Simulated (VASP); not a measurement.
# Si in VASP: one cell, several levels of theory, part 2 of 2

VASP 6.6.1, plane waves, PAW. Earlier steps stand in the parts before.

## 3. Single point with r2SCAN

File INCAR:

```
ENCUT = 520.000000
SIGMA = 0.010000
EDIFF = 1.00e-07
ALGO = Normal
METAGGA = R2SCAN
PREC = Accurate
IBRION = -1
ISIF = 2
ISMEAR = 0
NBANDS = 11
NELM = 120
NSW = 0
LASPH = .TRUE.
LCHARG = .FALSE.
LWAVE = .FALSE.
LREAL = .FALSE.
```

File KPOINTS:

```
KPOINTS created by Atomic Simulation Environment
0
Gamma
8 8 8
0 0 0
```

File KPOINTS_OPT:

```
special points
7
Reciprocal
0.0000000000 0.0000000000 0.0000000000 1
0.5000000000 0.0000000000 0.5000000000 1
0.6250000000 0.2500000000 0.6250000000 1
0.3750000000 0.3750000000 0.7500000000 1
0.5000000000 0.5000000000 0.5000000000 1
0.5000000000 0.2500000000 0.7500000000 1
0.4140620000 0.4140620000 0.0000000000 1
```

File POSCAR:

```
Si
 1.0000000000000000
     0.0000000000000000    2.7765612735000000    2.6821061821000001
     2.7765612735000000    0.0000000000000000    2.6821061821000001
     2.7765612735000000    2.7765612735000000    0.0000000000000000
 Si
   2
Cartesian
  0.0000000000000000  0.0000000000000000  0.0000000000000000
  1.3882806367499998  1.3882806367499998  1.3410530910500000
```

Launch:

```bash
> mpirun -np 1 vasp_std
```

Standard output, without the iteration lines:

```text
POSCAR found type information on POSCAR Si
 POSCAR found :  1 types and       2 ions
 -----------------------------------------------------------------------------
|                                                                             |
|                                                                             |
|     You enforced a specific xc type in the INCAR file but a different       |
|     I HOPE YOU KNOW WHAT YOU ARE DOING!                                     |
|                                                                             |
 -----------------------------------------------------------------------------

 LDA part: xc-table for (None), standard interpolation
 POSCAR, INCAR and KPOINTS ok, starting setup
 FFT: planning ... GRIDC
 FFT: planning ... GRID_SOFT
 FFT: planning ... GRID
 WAVECAR not read
 entering main loop
 Start KPOINTS_OPT (optional k-point list driver)
k-point batch [1-7\7]
```

OSZICAR:

```text
N       E                     dE             d eps       ncg     rms          rms(c)
DAV:   1    -0.107188477666E+01   -0.10719E+01   -0.33974E+03  1298   0.586E+02
DAV:   2    -0.181349562705E+02   -0.17063E+02   -0.16271E+02  1696   0.826E+01
DAV:   3    -0.186932275096E+02   -0.55827E+00   -0.55641E+00  1723   0.128E+01
DAV:   4    -0.186972751637E+02   -0.40477E-02   -0.40471E-02  1515   0.136E+00
DAV:   5    -0.186973130391E+02   -0.37875E-04   -0.37875E-04  1619   0.125E-01    0.581E+00
DAV:   6    -0.175282728318E+02    0.11690E+01   -0.12653E-01  1473   0.209E+00    0.397E+00
DAV:   7    -0.175284311153E+02   -0.15828E-03   -0.13664E-01  1412   0.180E+00    0.293E-01
DAV:   8    -0.175276308249E+02    0.80029E-03   -0.55449E-03  1460   0.410E-01    0.392E-01
DAV:   9    -0.175277425201E+02   -0.11170E-03   -0.34298E-04  1563   0.144E-01    0.539E-02
DAV:  10    -0.175277602813E+02   -0.17761E-04   -0.87798E-06  1500   0.226E-02    0.163E-02
DAV:  11    -0.175277628411E+02   -0.25598E-05   -0.15511E-06  1520   0.815E-03    0.325E-03
DAV:  12    -0.175277629413E+02   -0.10022E-06   -0.85832E-08  1061   0.179E-03    0.604E-04
DAV:  13    -0.175277627481E+02    0.19327E-06   -0.65731E-09   808   0.575E-04    0.144E-04
DAV:  14    -0.175277626794E+02    0.68682E-07   -0.10560E-09   787   0.250E-04
   1 F= -.17527763E+02 E0= -.17527763E+02  d E =-.116305E-14
       N       E                     dE             ncg
DAV:   1     0.686291049700E+03   -0.16276E+04      154
DAV:   2     0.565640567091E+03   -0.12065E+03      200
DAV:   3     0.560155330590E+03   -0.54852E+01      197
DAV:   4     0.560100395801E+03   -0.54935E-01      200
DAV:   5     0.560100045176E+03   -0.35062E-03      206
DAV:   6     0.560100040707E+03   -0.44697E-05      194
DAV:   7     0.560100040642E+03   -0.64098E-07      203
```

OUTCAR, selected sections:

```text
k-points           NKPTS =     59   k-points in BZ     NKDIM =     59   number of bands    NBANDS=     11

   NELECT =       8.0000    total number of electrons

   dimension x,y,z NGX =    30 NGY =   30 NGZ =   30
   dimension x,y,z NGXF=    60 NGYF=   60 NGZF=   60

  energy-cutoff  :      520.00
  volume of cell :       41.35
      direct lattice vectors                 reciprocal lattice vectors
     0.000000000  2.776561274  2.682106182    -0.180078864  0.180078864  0.186420658
     2.776561274  0.000000000  2.682106182     0.180078864 -0.180078864  0.186420658
     2.776561274  2.776561274  0.000000000     0.180078864  0.180078864 -0.186420658

 k-points in reciprocal lattice and weights: KPOINTS created by Atomic Simulation Env
   0.00000000  0.00000000  0.00000000       0.002
   0.12500000  0.00000000  0.00000000       0.016
   0.25000000  0.00000000  0.00000000       0.016
   0.37500000  0.00000000  0.00000000       0.016
   0.50000000  0.00000000  0.00000000       0.008
   0.12500000  0.12500000  0.00000000       0.004
   0.25000000  0.12500000  0.00000000       0.016
   0.37500000  0.12500000  0.00000000       0.016
[... 51 more k-points ...]

 E-fermi :   5.6299

 k-point     1 :       0.0000    0.0000    0.0000
  band No.  band energies     occupation
      1      -6.8827      2.00000
      2       5.3354      2.00000
      3       5.3354      2.00000
      4       5.5820      2.00000
      5       8.0688      0.00000
      6       8.2131      0.00000
      7       8.2131      0.00000
      8       8.9946      0.00000
      9      13.2125      0.00000
     10      13.8297      0.00000
     11      13.9716      0.00000

 k-point     2 :       0.1250    0.0000    0.0000
  band No.  band energies     occupation
      1      -6.6736      2.00000
      2       3.7887      2.00000
      3       5.0249      2.00000
      4       5.2236      2.00000
      5       8.0998      0.00000
      6       8.5829      0.00000
      7       8.6369      0.00000
      8      10.3739      0.00000
      9      12.8176      0.00000
     10      13.2950      0.00000
     11      14.7488      0.00000

 k-point     3 :       0.2500    0.0000    0.0000
  band No.  band energies     occupation
      1      -6.0641      2.00000
      2       1.4076      2.00000
      3       4.5065      2.00000
      4       4.7624      2.00000
      5       7.6386      0.00000
      6       9.1051      0.00000
      7       9.2075      0.00000
      8      12.6502      0.00000
      9      12.9677      0.00000
     10      13.1254      0.00000
     11      15.0366      0.00000

 k-point     4 :       0.3750    0.0000    0.0000
  band No.  band energies     occupation
      1      -5.1534      2.00000
      2      -0.6594      2.00000
      3       4.1380      2.00000
      4       4.4456      2.00000
      5       7.2669      0.00000
      6       9.0060      0.00000
      7       9.2763      0.00000
      8      13.8429      0.00000
      9      14.3127      0.00000
     10      14.5589      0.00000
     11      15.6433      0.00000

 k-point     5 :       0.5000    0.0000    0.0000
  band No.  band energies     occupation
      1      -4.5113      2.00000
      2      -1.6966      2.00000
      3       4.0101      2.00000
      4       4.3379      2.00000
      5       7.1338      0.00000
      6       8.8884      0.00000
      7       9.1970      0.00000
      8      13.7120      0.00000
      9      16.2682      0.00000
     10      16.7017      0.00000
     11      16.8695      0.00000

 k-point     6 :       0.1250    0.1250    0.0000
  band No.  band energies     occupation
      1      -6.5919      2.00000
      2       4.1976      2.00000
      3       4.5003      2.00000
      4       4.5003      2.00000
      5       7.4978      0.00000
      6       9.3804      0.00000
      7       9.3804      0.00000
      8      10.0571      0.00000
      9      12.7337      0.00000
     10      13.5413      0.00000
     11      15.1206      0.00000

 k-point     7 :       0.2500    0.1250    0.0000
  band No.  band energies     occupation
      1      -6.1015      2.00000
      2       2.1282      2.00000
      3       3.9497      2.00000
      4       4.2188      2.00000
      5       7.6111      0.00000
      6       9.3788      0.00000
      7      10.1204      0.00000
      8      10.6215      0.00000
      9      13.5332      0.00000
     10      13.8778      0.00000
     11      16.0372      0.00000

 k-point     8 :       0.3750    0.1250    0.0000
  band No.  band energies     occupation
      1      -5.2623      2.00000
      2      -0.0108      2.00000
      3       3.6426      2.00000
      4       3.6892      2.00000
      5       7.7408      0.00000
      6       9.4976      0.00000
      7      10.0435      0.00000
      8      11.0976      0.00000
      9      15.2902      0.00000
     10      15.3260      0.00000
     11      16.0447      0.00000

 k-point     9 :       0.5000    0.1250    0.0000
  band No.  band energies     occupation
      1      -4.4015      2.00000
      2      -1.4875      2.00000
      3       3.2626      2.00000
      4       3.6421      2.00000
      5       7.6668      0.00000
      6       9.4403      0.00000
      7       9.6748      0.00000
      8      12.9273      0.00000
      9      14.9756      0.00000
     10      16.5764      0.00000
     11      17.7239      0.00000

 k-point    10 :      -0.3750    0.1250    0.0000
  band No.  band energies     occupation
      1      -4.6822      2.00000
      2      -1.0697      2.00000
      3       3.0762      2.00000
      4       3.9358      2.00000
      5       7.8243      0.00000
      6       9.4669      0.00000
      7       9.5255      0.00000
      8      13.8706      0.00000
      9      14.0248      0.00000
     10      15.0431      0.00000
     11      17.1121      0.00000

 k-point    11 :      -0.2500    0.1250    0.0000
  band No.  band energies     occupation
      1      -5.6221      2.00000
      2       0.7218      2.00000
      3       3.2144      2.00000
      4       4.4512      2.00000
      5       8.2106      0.00000
      6       9.3165      0.00000
      7       9.6994      0.00000
      8      12.1752      0.00000
      9      12.2499      0.00000
     10      15.5990      0.00000
     11      16.1251      0.00000

 k-point    12 :      -0.1250    0.1250    0.0000
  band No.  band energies     occupation
      1      -6.3398      2.00000
      2       2.6772      2.00000
      3       3.9057      2.00000
      4       4.9781      2.00000
      5       8.5258      0.00000
      6       8.7850      0.00000
      7       9.1803      0.00000
      8      11.3366      0.00000
      9      11.9978      0.00000
     10      13.6894      0.00000
     11      15.7931      0.00000

 k-point    13 :       0.2500    0.2500    0.0000
  band No.  band energies     occupation
      1      -5.7311      2.00000
      2       1.9539      2.00000
      3       3.3501      2.00000
      4       3.3501      2.00000
      5       6.5825      0.00000
      6       8.9047      0.00000
      7      11.4992      0.00000
      8      11.4992      0.00000
      9      14.0935      0.00000
     10      14.5257      0.00000
     11      17.6610      0.00000

 k-point    14 :       0.3750    0.2500    0.0000
  band No.  band energies     occupation
      1      -4.9870      2.00000
      2       0.4101      2.00000
      3       2.6884      2.00000
      4       3.0018      2.00000
      5       6.8111      0.00000
      6       8.5184      0.00000
      7      11.8083      0.00000
      8      11.9533      0.00000
      9      15.8139      0.00000
     10      16.2246      0.00000
     11      17.7923      0.00000

 k-point    15 :       0.5000    0.2500    0.0000
  band No.  band energies     occupation
      1      -4.0463      2.00000
      2      -1.1175      2.00000
      3       1.9299      2.00000
      4       2.9845      2.00000
      5       7.0254      0.00000
      6       9.9211      0.00000
      7      11.5723      0.00000
      8      11.5795      0.00000
      9      16.2536      0.00000
     10      16.5544      0.00000
     11      18.2676      0.00000

 k-point    16 :      -0.3750    0.2500    0.0000
  band No.  band energies     occupation
      1      -3.9107      2.00000
      2      -1.3267      2.00000
      3       1.5058      2.00000
      4       3.2971      2.00000
      5       7.3246      0.00000
      6      11.1572      0.00000
      7      11.3195      0.00000
      8      12.4360      0.00000
      9      13.8531      0.00000
     10      13.9342      0.00000
     11      18.9814      0.00000

[... the tables of k-points 17 to 59 left out ...]

  Total       -0.9543032     -0.9543032     -0.0540813      0.0000000     -0.0000000      0.0000000
  in kB      -36.9723014    -36.9723014     -2.0952566      0.0000000     -0.0000000      0.0000000
  external PRESSURE =     -25.3466198 kB  Pullay stress =       0.0000000 kB

 POSITION                                       TOTAL-FORCE (eV/Angst)
 -----------------------------------------------------------------------------------
      0.00000      0.00000      0.00000         0.000000      0.000000     -0.000000
      1.38828      1.38828      1.34105        -0.000000     -0.000000      0.000000
 -----------------------------------------------------------------------------------
    total drift:                               -0.000000     -0.000000     -0.000000

  FREE ENERGIE OF THE ION-ELECTRON SYSTEM (eV)
  ---------------------------------------------------
  free  energy   TOTEN  =       -17.5277626794 eV

  energy  without entropy=      -17.5277626794  energy(sigma->0) =      -17.52776268
```

Hardware: 1 MPI rank of Intel Xeon Platinum 8488C, shared host.

The levels at the points of KPOINTS_OPT are read from vasprun.xml.

Near the gap, in eV above the top of the last filled band v; c is the band after it:

```csv
point,v−1,v,c,c+1
Γ,-0.25,0.00,2.49,2.63
X,-3.00,-3.00,0.91,0.91
U,-4.51,-2.56,1.42,4.44
K,-4.48,-2.83,1.11,3.97
L,-1.57,-1.24,1.55,3.31
W,-4.04,-4.04,4.26,4.26
```

r2SCAN gives an indirect gap of 0.45 eV, from Γ to (0.41, 0.41, 0.00); the least direct gap is 2.49 eV. The pressure is -2.53 GPa; the forces vanish within 0.01 eV/Å.

## 4. Results

This closing draws on all 2 parts.

| level | gap (eV) | pressure (GPa) | Ansatz: gap (eV) | Ansatz: pressure (GPa) |
| --- | --- | --- | --- | --- |
| PBE | 0.27 | -1.02 | 0.27 | -0.94 |
| r2SCAN | 0.45 | -2.53 | 0.43 | -2.31 |

What this shows: The gap spans 0.27 eV (PBE) to 0.45 eV (r2SCAN). The pressure is highest with PBE (-1.0 GPa) and lowest with r2SCAN (-2.5 GPa), which orders the cells that they would relax to. The two programs agree on the gap within 0.02 eV, far less than the spread between functionals. Datasets and cutoffs are each program's own.
